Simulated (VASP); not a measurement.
# WS2 in VASP: further runs

Runs on WS2. Level: LDA. Tasks: single point.

Program: VASP 6.6.1. These are calculated values, not measurements. Logs are shortened: lines on timing, memory, paths and dates and some standing lists are left out, and cuts for length are marked.

**1. Starting point**

The cell holds a slab with vacuum, 3 atoms: a = 3.184 Å, b = 3.184 Å, c = 21.119 Å, α = 90.00°, β = 90.00°, γ = 120.00°.

**2. Single point, LDA**

The input, INCAR:

```
PREC     = Accurate       # precision mode
ENCUT    = 460            # plane-wave cutoff, eV
EDIFF    = 1E-7           # SCF threshold, eV
ISMEAR   = 0              # smearing method
SIGMA    = 0.05           # smearing width, eV
LREAL    = False          # projectors in reciprocal space
LASPH    = True           # aspherical terms in the spheres
NELM     = 120            # most SCF steps
ALGO     = Normal         # electronic algorithm
ISIF     = 2              # what is computed and relaxed
LWAVE    = False          # write WAVECAR
LCHARG   = False          # write CHGCAR
LDIPOL   = True         
IDIPOL   = 3            
DIPOL    = 0.5 0.5 0.500
GGA      = CA             # functional
NBANDS   = 24             # bands
LVHAR    = True         
LVACPOTAV= True
```

The input, KPOINTS:

```
regular mesh
0
Gamma
  8 8 1
```

The input, POSCAR:

```
WS2
1.0
    3.1835163600      0.0000000000      0.0000000000
   -1.5917581800      2.7570060400      0.0000000000
    0.0000000000      0.0000000000     21.1189236211
S W
2 1
Direct
    0.3333333333      0.6666666667      0.4261580827
    0.3333333333      0.6666666667      0.5738419173
    0.0000000000      0.0000000000      0.5000000000
```

Potentials or basis: VASP PAW LDA potentials, release 64 (S, W_sv).

The run is started by

```console
> cat potpaw_LDA.64/S/POTCAR potpaw_LDA.64/W_sv/POTCAR > POTCAR
> mpirun -np 1 vasp_std > vasp.out
```

OUTCAR:

```text
PREC = Accurate
   ENCUT = 460
   EDIFF = 1E-7
   ISMEAR = 0
   LREAL = False
   LASPH = True
   NELM = 120
   ISIF = 2
   GGA = CA

 Found     10 irreducible k-points:

 Following reciprocal coordinates:
            Coordinates               Weight
  0.000000  0.000000  0.000000      1.000000
  0.125000  0.000000  0.000000      6.000000
  0.250000  0.000000  0.000000      6.000000
  0.375000  0.000000  0.000000      6.000000
  0.500000  0.000000  0.000000      3.000000
  0.125000  0.125000  0.000000      6.000000
   k-points           NKPTS =     10   k-points in BZ     NKDIM =     10   number of bands    NBANDS=     24
   number of dos      NEDOS =    301   number of ions     NIONS =      3
   total plane-waves  NPLWV =  86400
   dimension x,y,z NGX =    24 NGY =   24 NGZ =  150
   dimension x,y,z NGXF=    48 NGYF=   48 NGZF=  300
   ions per type =               2   1
   NGX,Y,Z   is equivalent  to a cutoff of  12.53, 12.53, 11.81 a.u.
   NGXF,Y,Z  is equivalent  to a cutoff of  25.07, 25.07, 23.62 a.u.
 SYSTEM =  unknown system
   PREC   = accura    normal or accurate (medium, high low for compatibility)
   ISTART =      0    job   : 0-new  1-cont  2-samecut
   ICHARG =      2    charge: 1-file 2-atom 10-const
   ISPIN  =      1    spin polarized calculation?
   LNONCOLLINEAR =      F non collinear calculations
   LSORBIT =      F    spin-orbit coupling
   LASPH  =      T    aspherical Exc in radial PAW
   ENCUT  =  460.0 eV  33.81 Ry    5.81 a.u.   5.57  5.57 36.93*2*pi/ulx,y,z
   NELM   =    120;   NELMIN=  2; NELMDL= -5     # of ELM steps
   EDIFF  = 0.1E-06   stopping-criterion for ELM
   LREAL  =      F    real-space projection
   EDIFFG = 0.1E-05   stopping-criterion for IOM
   NSW    =      0    number of steps for IOM
   IBRION =     -1    ionic relax: 0-MD 1-quasi-New 2-CG
   NFREE  =      0    steps in history (QN), initial steepest desc. (CG)
   ISIF   =      2    stress and relaxation
   ISYM   =      2    0-nonsym 1-usesym 2-fastsym
   POTIM  = 0.5000    time-step for ionic-motion
   TEBEG  =    0.0;   TEEND  =   0.0 temperature during run
   PSTRESS=    0.0 pullay stress
   NELECT =      26.0000    total number of electrons
   NUPDOWN=      -1.0000    fix difference up-down
   EMIN   =  10.00;   EMAX   =-10.00  energy-range for DOS
   EFERMI =   0.00;   METHOD = LEGACY
   ISMEAR =     0;   SIGMA  =   0.05  broadening in eV -4-tet -1-fermi 0-gaus
   EFERMI_NEDOS =   21; number of points for ismear=-14 and -15
   IALGO  =     38    algorithm
   IMIX   =      4    mixing-type and parameters
     AMIX     =   0.40;   BMIX     =  1.00
     AMIX_MAG =   1.60;   BMIX_MAG =  1.00
  volume/ion in A,a.u.               =      61.79       416.96
  Fermi-wavevector in a.u.,A,eV,Ry     =   0.850603  1.607407  9.844170  0.723526
  Thomas-Fermi vector in A             =   1.966606
   LORBIT       =      0    0 simple, 1 ext, 2 COOP (PROOUT), +10 PAW based schemes
   GGA     = CA    functional components
   LHFCALC =     F    Hartree Fock is set to
   AEXX    =    0.0000 exact exchange contribution
   IVDW    =     0    specifies the selected vdW correction
   LEPSILON=     F    determine dielectric tensor
   LRPA    =     F    only Hartree local field effects (RPA)
 non-spin polarized calculation
 Gauss-broadening in eV      SIGMA  =   0.05
  energy-cutoff  :      460.00
  volume of cell :      185.36
 maximum number of plane-waves:      4207
 NGX is ok and might be reduce to    24
   NGX = 11   NGY = 11   NGZ = 73

 dipolmoment           0.000000      0.000000      0.000000 electrons x Angstroem

 number of electron      26.0000000 magnetization

 dipolmoment           0.000000      0.000000     -0.000000 electrons x Angstroem

 Free energy of the ion-electron system (eV)
  ---------------------------------------------------
  ext. energy  EPLUGINS =         0.00000000
  ---------------------------------------------------
  free energy    TOTEN  =       -26.11532780 eV

  energy without entropy =      -26.11532780  energy(sigma->0) =      -26.11532780

 E-fermi :  -1.9183     XC(G=0):  -3.7263

 val. band max:       -2.3469233764   @ k =   0.0000   0.0000   0.0000
 cond. band min:      -0.2871969261   @ k =   0.3750   0.2500   0.0000
 fundamental gap:      2.0597264502
 Fermi energy:        -1.9183118341

 k-point     1 :       0.0000    0.0000    0.0000
  band No.  band energies     occupation
      1     -75.8815      2.00000
      2     -40.3892      2.00000
      3     -40.2301      2.00000
      4     -40.2301      2.00000
      5     -17.0033      2.00000
      6     -15.3223      2.00000
[... 16 lines left out ...]
     23       5.8472      0.00000
     24       6.3066      0.00000

 k-point     2 :       0.1250    0.0000    0.0000
  band No.  band energies     occupation
      1     -75.8790      2.00000
      2     -40.3801      2.00000
      3     -40.2810      2.00000
      4     -40.2419      2.00000
      5     -16.7476      2.00000
      6     -15.2317      2.00000
[... 16 lines left out ...]
     23       6.1614      0.00000
     24       7.2486      0.00000

 k-point     3 :       0.2500    0.0000    0.0000
  band No.  band energies     occupation
      1     -75.8729      2.00000
      2     -40.4019      2.00000
      3     -40.3580      2.00000
      4     -40.2704      2.00000
      5     -16.0705      2.00000
      6     -14.9945      2.00000
[... 16 lines left out ...]
     23       6.7461      0.00000
     24       6.8455      0.00000

 k-point     4 :       0.3750    0.0000    0.0000
  band No.  band energies     occupation
      1     -75.8668      2.00000
      2     -40.5204      2.00000
      3     -40.3357      2.00000
      4     -40.2986      2.00000
      5     -15.2627      2.00000
      6     -14.7237      2.00000
[... 16 lines left out ...]
     23       7.2915      0.00000
     24       7.4242      0.00000

 k-point     5 :       0.5000    0.0000    0.0000
  band No.  band energies     occupation
      1     -75.8642      2.00000
      2     -40.5688      2.00000
      3     -40.3265      2.00000
      4     -40.3103      2.00000
      5     -14.8631      2.00000
      6     -14.5985      2.00000
[... 16 lines left out ...]
     23       7.9263      0.00000
     24       8.4507      0.00000

 k-point     6 :       0.1250    0.1250    0.0000
  band No.  band energies     occupation
      1     -75.8747      2.00000
      2     -40.3645      2.00000
      3     -40.3612      2.00000
      4     -40.2677      2.00000
      5     -16.2795      2.00000
      6     -15.0662      2.00000
[... 16 lines left out ...]
     23       6.7880      0.00000
     24       6.8358      0.00000

 [... further k-points ...]

------------------------ aborting loop because EDIFF is reached ----------------------------------------

  FORCE on cell =-STRESS in cart. coord.  units (eV):
  Direction    XX          YY          ZZ          XY          YZ          ZX
  --------------------------------------------------------------------------------------
  -------------------------------------------------------------------------------------
  Total       -2.1453525     -2.1453525     -1.1442278      0.0000000     -0.0000000      0.0000000
  in kB      -18.5435406    -18.5435406     -9.8902325      0.0000000     -0.0000000      0.0000000
  external PRESSURE =     -15.6591045 kB  Pullay stress =       0.0000000 kB

 VOLUME and BASIS-vectors are now :
 -----------------------------------------------------------------------------
  energy-cutoff  :      460.00
  volume of cell :      185.36
      direct lattice vectors                 reciprocal lattice vectors
     3.183516360  0.000000000  0.000000000     0.314118065  0.181356150  0.000000000
    -1.591758180  2.757006040  0.000000000     0.000000000  0.362712299  0.000000000
     0.000000000  0.000000000 21.118923621     0.000000000  0.000000000  0.047350898

 POSITION                                       TOTAL-FORCE (eV/Angst)
 -----------------------------------------------------------------------------------
     -0.00000      1.83800      9.00000        -0.000000      0.000000      0.357371
     -0.00000      1.83800     12.11892         0.000000      0.000000     -0.357371
      0.00000      0.00000     10.55946         0.000000     -0.000000      0.000000
 -----------------------------------------------------------------------------------
    total drift:                                0.000000     -0.000000     -0.000000

  FREE ENERGIE OF THE ION-ELECTRON SYSTEM (eV)
  ---------------------------------------------------
  free  energy   TOTEN  =       -26.1153277972 eV

  energy  without entropy=      -26.1153277972  energy(sigma->0) =      -26.11532780

 vacuum level on the upper side and lower side of the slab         3.635         3.635
```

OSZICAR:

```text
N       E                     dE             d eps       ncg     rms          rms(c)
DAV:   1     0.166929545144E+03    0.16693E+03   -0.12803E+04   560   0.792E+02
DAV:   2    -0.136209798968E+02   -0.18055E+03   -0.17187E+03   632   0.211E+02
DAV:   3    -0.272057365451E+02   -0.13585E+02   -0.13437E+02   624   0.555E+01
[... 16 lines left out ...]
DAV:  20    -0.261153257343E+02   -0.13526E-05   -0.82893E-08   472   0.904E-04    0.108E-03
DAV:  21    -0.261153265044E+02   -0.77014E-06   -0.14792E-08   496   0.438E-04    0.844E-04
DAV:  22    -0.261153272695E+02   -0.76509E-06   -0.11484E-08   456   0.485E-04    0.555E-04
DAV:  23    -0.261153277050E+02   -0.43545E-06   -0.49382E-09   432   0.241E-04    0.734E-04
DAV:  24    -0.261153277972E+02   -0.92220E-07   -0.59123E-10   360   0.120E-04
   1 F= -.26115328E+02 E0= -.26115328E+02  d E =-.538136E-35
```

stdout:

```text
POSCAR found type information on POSCAR S W
 POSCAR found :  2 types and       3 ions
 scaLAPACK will be used
 LDA part: xc-table for (Slater(with rela. corr.)+CA(PZ))
 , standard interpolation
 POSCAR, INCAR and KPOINTS ok, starting setup
 FFT: planning ... GRIDC
 FFT: planning ... GRID_SOFT
 FFT: planning ... GRID
 WAVECAR not read
 entering main loop
 -----------------------------------------------------------------------------
|                                                                             |
|           W    W    AA    RRRRR   N    N  II  N    N   GGGG   !!!           |
|           W    W   A  A   R    R  NN   N  II  NN   N  G    G  !!!           |
|           W    W  A    A  R    R  N N  N  II  N N  N  G       !!!           |
|           W WW W  AAAAAA  RRRRR   N  N N  II  N  N N  G  GGG   !            |
|           WW  WW  A    A  R   R   N   NN  II  N   NN  G    G                |
|           W    W  A    A  R    R  N    N  II  N    N   GGGG   !!!           |
|                                                                             |
|     Did not find any points to average over, which means that no vacuum     |
|     field-free region was found. Please increase the size of  your cell     |
|     in the dimension of the dipole correction to obtain accurate            |
|     workfunction values.                                                    |
|                                                                             |
 -----------------------------------------------------------------------------
```

Wall time 30 s (1 thread of Intel Xeon 6975P-C (Granite Rapids), shared host); peak memory 0.22 GiB.

These settings aren't checked as converged: the numbers below hold their error.

Results:

```yaml
Free_energy: -26.1153 eV
Largest_force: 0.357 eV/Å
Band_gap_on_the_k_mesh: 2.06 eV, indirect (least direct gap 2.24 eV)
Ionisation_potential_of_the_upper_face: 5.98 eV
```

Caveat: spin-orbit coupling is left out, which moves the levels of the heavy elements.

[end of part 1 of 2]
